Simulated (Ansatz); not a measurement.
**ZnS: single point with HSE06 form with a typed share of exact exchange**

**Measured values to compare with.**

From “Electronic, vibrational, and thermodynamic properties of ZnS (zincblende and rocksalt structure)”, 2009, arxiv:0911.5022, for a bulk crystal of ZnS at 19 K: band gap 3.85 eV (direct).

Crystal: ZnS.

```
Zn S
1.0
     0.00000    2.70200    2.70200
     2.70200    0.00000    2.70200
     2.70200    2.70200    0.00000
Zn S
1 1
Direct
  0.75000 0.75000 0.75000
  0.00000 0.00000 0.00000
```

* Program: Ansatz 0.2.0
* Task: single point
* Functional: HSE06 form with a typed share of exact exchange
* Potentials or basis: Ansatz PAW
* Cutoff: 420 eV (not typed: the program's choice for these potentials)
* k mesh: 5 × 5 × 5
* Occupations: fermi-dirac, width 0.05 eV
* Spin: no spin polarisation

* Pressure: 0.8 GPa
* Band gap on the k mesh: 3.66 eV, direct

Levels at points of the mesh, in eV from the valence-band top:
| k point | band 7 | band 8 | band 9 | band 10 | band 11 | band 12 |
| --- | --- | --- | --- | --- | --- | --- |
| (0.00, 0.00, 0.00) | 0.00 | 0.00 | 0.00 | 3.66 | 8.04 | 8.04 |

It took 9.5 s on 2 threads of Intel(R) Xeon(R) Platinum 8488C (Sapphire Rapids) (shared host), peak memory 0.82 GiB.

A measured gap of ZnS is 3.85 eV (direct; 19 K; quoted in “Electronic, vibrational, and thermodynamic properties of ZnS (zincblende and rocksalt structure)”, 2009, arxiv:0911.5022); the calculated 3.66 eV misses it by -0.19 eV. The value is that of HSE06 form with a typed share of exact exchange, without temperature or zero-point motion.

Caveat: odd divisions of the mesh miss points on the zone boundary, where band edges often lie, so the gap on the mesh can be too wide; the PAW data sets come from PBE, with cores solved anew for the run's functional, which leaves a small shift of forces and pressure; the thresholds are loose for stress.
